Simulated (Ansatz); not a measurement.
System: CaO (rock salt type), 2 atoms in the cell.

```yaml
crystal:
  lattice:
    - [0.00000, 2.41500, 2.41500]
    - [2.41500, 0.00000, 2.41500]
    - [2.41500, 2.41500, 0.00000]
  atoms:
    - { symbol: Ca, position: [0.00000, 0.00000, 0.00000] }
    - { symbol: O, position: [0.50000, 0.50000, 0.50000] }
```
Lattice in Å, positions in fractions of it.

Code and potentials: Ansatz PAW hard set, 700 eV. Settings: k-mesh 6×6×6 Γ-centred; Fermi–Dirac smearing of 0.02 eV; no spin polarisation.

One run gave:

```json
{
  "Pressure": "0.05 GPa",
  "Gap on the mesh": "3.65 eV"
}
```

Problem. Which level of theory was it?
A. PBE
B. r²SCAN

Solution. A. All runs:

```csv
level,pressure (GPa),gap (eV)
PBE,0.05,3.65
r²SCAN,-2.46,4.20
```

The stress includes the program's correction for the finite plane-wave basis.

A gap read on the mesh is an upper bound of this method's gap, since the mesh can miss a band edge. Potentials made with PBE were used with another functional (at least in: Ansatz PAW hard set, 700 eV (r²SCAN)). Semilocal functionals give gaps that mostly lie well below measured ones.
